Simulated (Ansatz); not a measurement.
Take a crystal in which Sr has been replaced by Ca on all its sites, with the cell rescaled by a rough guess (in some cases also distorted within its space group) and nothing relaxed:

```xyz
2
Lattice="0.0000 2.4769 2.4769 2.4769 0.0000 2.4769 2.4769 2.4769 0.0000" Properties=species:S:1:pos:R:3 pbc="T T T"
Ca    0.0000    0.0000    0.0000
O     2.4769    2.4769    2.4769
```

These are results of DFT PBE, scalar-relativistic, plane waves, PAW in Ansatz 0.2.0, not measurements.

Settings: cutoff 420 eV, Γ-centred mesh 8×8×8 on the computed 2-atom cell, Gaussian smearing of 0.02 eV; no spin polarisation.

Problem. What pressure does the cell carry?

Solution. The pressure is -6.8 GPa (positive in compression), so the cell would contract.

Problem. Is it a metal on this mesh?

Solution. No: the gap is 3.66 eV, the least direct gap 4.03 eV.

Problem. What is its energy against the elements in their standard states?

Solution. -2.922 eV/atom at this unrelaxed geometry, with the elements in the same functional.